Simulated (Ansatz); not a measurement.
Input, command and steps of an Ansatz relaxation.

```yaml
crystal:
  lattice:
    - [2.9865001332, 0.0, 0.0]
    - [-1.4932500666, 2.5863849837, 0.0]
    - [0.0, 0.0, 5.9839211331]
  atoms:
    - { symbol: Ta, position: [0.3333333333, 0.6666666667, 0.0329817585] }
    - { symbol: Ta, position: [0.6666666667, 0.3333333333, 0.5329817585] }
    - { symbol: "N", position: [0.3333333333, 0.6666666667, 0.3520182415] }
    - { symbol: "N", position: [0.6666666667, 0.3333333333, 0.8520182415] }
basis:
  ecutwfc: 420
kpoints:
  mp_grid: { grid: [18, 18, 8] }
hamiltonian:
  xc: pbe
scf:
  occupations: { method: gaussian, width: 0.1 }
output:
  forces: true
  stress: true
  eigenvalues: true
  write_density: true
  write_potential: true
  elf: true
  volumetric_format: npy
relax:
  adjacent_minimum: "off"
  f_tol: 0.01
  max_steps: 30
  cell: { stress_tol: 0.1, fix: [volume] }
```

```bash
ansatz run input.yaml --threads 1 --pin off --max-ram 2560MiB --backend cpu --events-out ev --progress --plain --runs-dir out
```

All numbers below come from DFT PBE, scalar-relativistic, plane waves, PAW in Ansatz 0.2.0.

The volume is held at 0.88 times that of the relaxed cell.

Of 5 frames 4 are shown, positions in Å and forces in eV/Å; the SCF threshold varies from step to step. Steps run on the plane waves of an earlier cell, with a Pulay correction in the pressure. The basis is chosen afresh for the last frame, the zero of the energies, and at times for earlier ones too; energy and pressure step there, also at an unchanged geometry.

```xyz
4
Lattice="2.9865 0.0000 0.0000 -1.4932 2.5864 0.0000 0.0000 0.0000 5.9839" Properties=species:S:1:pos:R:3:forces:R:3 pbc="T T T" step=1 free_energy_over_end_meV_per_atom=1.33 pressure_GPa=39.90
Ta    0.0000    1.7243    0.1974    0.0000    0.0000   -0.0242
Ta    1.4932    0.8621    3.1893    0.0000    0.0000   -0.0242
N     0.0000    1.7243    2.1064    0.0000    0.0000    0.0242
N     1.4932    0.8621    5.0984    0.0000    0.0000    0.0242
4
Lattice="2.9752 0.0000 0.0000 -1.4876 2.5766 0.0000 0.0000 0.0000 6.0293" Properties=species:S:1:pos:R:3:forces:R:3 pbc="T T T" step=2 free_energy_over_end_meV_per_atom=0.12 pressure_GPa=38.97
Ta    0.0000    1.7177    0.2027    0.0000    0.0000    0.0830
Ta    1.4876    0.8589    3.2174    0.0000    0.0000    0.0830
N     0.0000    1.7177    2.1186    0.0000    0.0000   -0.0830
N     1.4876    0.8589    5.1333    0.0000    0.0000   -0.0830
4
Lattice="2.9734 0.0000 0.0000 -1.4867 2.5751 0.0000 0.0000 0.0000 6.0366" Properties=species:S:1:pos:R:3:forces:R:3 pbc="T T T" step=3 free_energy_over_end_meV_per_atom=0.04 pressure_GPa=38.82
Ta    0.0000    1.7167    0.2045    0.0000    0.0000    0.0414
Ta    1.4867    0.8584    3.2228    0.0000    0.0000    0.0414
N     0.0000    1.7167    2.1196    0.0000    0.0000   -0.0414
N     1.4867    0.8584    5.1379    0.0000    0.0000   -0.0414
4
Lattice="2.9730 0.0000 0.0000 -1.4865 2.5747 0.0000 0.0000 0.0000 6.0382" Properties=species:S:1:pos:R:3:forces:R:3 pbc="T T T" step=5 free_energy_over_end_meV_per_atom=0.00 pressure_GPa=38.80
Ta    0.0000    1.7165    0.2054    0.0000    0.0000    0.0006
Ta    1.4865    0.8582    3.2245    0.0000    0.0000    0.0006
N     0.0000    1.7165    2.1193    0.0000    0.0000   -0.0006
N     1.4865    0.8582    5.1384    0.0000    0.0000   -0.0006
```

It took 67 s on 1 thread of AMD EPYC 7R43 64-Core Processor (Zen 3) (shared host), peak memory 0.54 GiB.

Spin–orbit coupling is left out, which can shift energies with elements as heavy as these.